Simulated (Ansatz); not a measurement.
# Relaxing Te

All numbers below come from Ansatz, DFT r2SCAN, scalar-relativistic, plane waves, PAW. Cutoff 500 eV, Γ-centred k mesh, Gaussian smearing, no spin polarisation in the final step.

The start puts Te on the beta-tungsten (A15) structure type (Pm-3n, No. 223), at a guessed volume.

```
CELL_PARAMETERS angstrom
6.46694 0.00000 0.00000
0.00000 6.46694 0.00000
0.00000 0.00000 6.46694
ATOMIC_POSITIONS crystal
Te 0.50000 0.50000 0.50000
Te 0.00000 0.00000 0.00000
Te 0.25000 0.00000 0.50000
Te 0.50000 0.25000 0.00000
Te 0.50000 0.75000 0.00000
Te 0.75000 0.00000 0.50000
Te 0.00000 0.50000 0.75000
Te 0.00000 0.50000 0.25000
```

Cell and atoms relax at zero pressure; the relaxation can't lower the symmetry of the start. After a coarse first stage the cell is made exact in the group found at 0.06 Å.

Energies count from the standard state of Te at the same level.

(1) Describe the relaxed structure.

(2) What are its volume, energy, density and gap?

Answers

(1) It keeps Pm-3n (No. 223). The result has the beta-tungsten (A15) structure. Conventional cell: a = 6.152 Å. Around Te on Wyckoff site a (2 atoms of the primitive cell) lie 12 Te at 3.44 Å; Te on Wyckoff site c (6 atoms of the primitive cell) has 2 Te at 3.08 Å, 4 Te at 3.44 Å and 8 Te at 3.77 Å.

Space group Pm-3n (No. 223). a = 6.152 Å, b = 6.152 Å, c = 6.152 Å, α = 90.00°, β = 90.00°, γ = 90.00°
| atom | site | symmetry | x | y | z |
| --- | --- | --- | --- | --- | --- |
| Te | 2a | m-3. | 0.5000 | 0.5000 | 0.5000 |
| Te | 6c | -4m.2 | 0.2500 | 0.0000 | 0.5000 |

(2) The volume per atom is 29.10 Å³ and the density is 7.28 g/cm³. The energy over the standard structure is 0.58 eV/atom. The gap on the 6×6×6 mesh is 0 eV (a metal).

The final run used a 6×6×6 mesh on its 8-atom cell and 0.10 eV smearing. For metals, differences of a few meV/atom aren't resolved. Spin–orbit coupling is left out. A structure relaxed within its symmetry needn't be a true minimum.